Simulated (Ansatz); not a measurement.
**Symmetry broken, then relaxed in Al**

All numbers below come from Ansatz, DFT PBE, scalar-relativistic, plane waves, PAW. Cutoff 420 eV, Γ-centred 10×10×10 k-points, Gaussian smearing of 0.15 eV. No spin polarisation. Energies are free energies at this smearing, counted from the undisturbed cell; pressure is positive in compression.

The starting cell (relaxed at this level; this bcc form isn't the usual structure):

```xyz
2
Lattice="0.0000 -3.2350 0.0000 -3.2350 0.0000 0.0000 0.0000 0.0000 -3.2350" Properties=species:S:1:pos:R:3 pbc="T T T"
Al   -1.6175   -1.6175   -1.6175
Al    0.0000    0.0000    0.0000
```

The atoms are displaced (Å, in the unstrained cell):

```tsv
atom	ux	uy	uz
Al1	0.089	0.427	-0.441
Al2	-0.089	-0.427	0.441
```

The atoms are then relaxed in that fixed cell.

**Question.** Does the relaxation return to the undisturbed structure?

**Answer.** Yes (up to a choice of domain or origin): same space group and volume, and an energy 0.0 meV/atom from it. The disturbance itself cost 2994.8 meV/atom. The final space group reads Im-3m (tolerance 0.05 Å) and the volume changes by 0.00 %.

Final structure:

```
CELL_PARAMETERS angstrom
0.00000 -3.23502 0.00000
-3.23502 0.00000 0.00000
0.00000 0.00000 -3.23502
ATOMIC_POSITIONS crystal
Al 0.49991 0.49990 0.50004
Al 0.00009 0.00010 0.99996
```

The relaxation, step by step (energy from the first step):

```csv
step,ΔE (meV/atom),largest force component (eV/Å),pressure (GPa)
1,0.0,9.284,n/a
2,-1960.6,4.506,n/a
3,-2774.9,1.538,n/a
4,-2992.3,0.126,n/a
5,-2994.8,0.002,n/a
6,-2994.8,0.002,n/a
```

Frames along the relaxation (Å, eV/Å):

```xyz
2
Lattice="0.000 -3.235 0.000 -3.235 0.000 0.000 0.000 0.000 -3.235" Properties=species:S:1:pos:R:3:forces:R:3 pbc="T T T" step=1
Al   -1.528   -1.191   -2.058   -7.591   -9.284    8.991
Al   -0.089   -0.427    0.441    7.591    9.284   -8.991
2
Lattice="0.000 -3.235 0.000 -3.235 0.000 0.000 0.000 0.000 -3.235" Properties=species:S:1:pos:R:3:forces:R:3 pbc="T T T" step=2
Al   -1.551   -1.330   -1.921   -2.244   -4.506    4.453
Al   -0.067   -0.288    0.303    2.244    4.506   -4.453
2
Lattice="0.000 -3.235 0.000 -3.235 0.000 0.000 0.000 0.000 -3.235" Properties=species:S:1:pos:R:3:forces:R:3 pbc="T T T" step=3
Al   -1.564   -1.458   -1.768   -0.682   -1.538    1.497
Al   -0.053   -0.160    0.150    0.682    1.538   -1.497
2
Lattice="0.000 -3.235 0.000 -3.235 0.000 0.000 0.000 0.000 -3.235" Properties=species:S:1:pos:R:3:forces:R:3 pbc="T T T" step=4
Al   -1.607   -1.600   -1.634   -0.077   -0.126    0.121
Al   -0.010   -0.017    0.017    0.077    0.126   -0.121
2
Lattice="0.000 -3.235 0.000 -3.235 0.000 0.000 0.000 0.000 -3.235" Properties=species:S:1:pos:R:3:forces:R:3 pbc="T T T" step=5
Al   -1.617   -1.617   -1.618   -0.002   -0.002    0.001
Al    0.000    0.000    0.000    0.002    0.002   -0.001
2
Lattice="0.000 -3.235 0.000 -3.235 0.000 0.000 0.000 0.000 -3.235" Properties=species:S:1:pos:R:3:forces:R:3 pbc="T T T" step=6
Al   -1.617   -1.617   -1.618   -0.002   -0.002    0.001
Al    0.000    0.000    0.000    0.002    0.002   -0.001
```

Cost: 3 runs of about 0.86 core-minutes in all, on Intel Xeon Platinum 8259CL (Skylake/Cascade Lake) (shared hosts).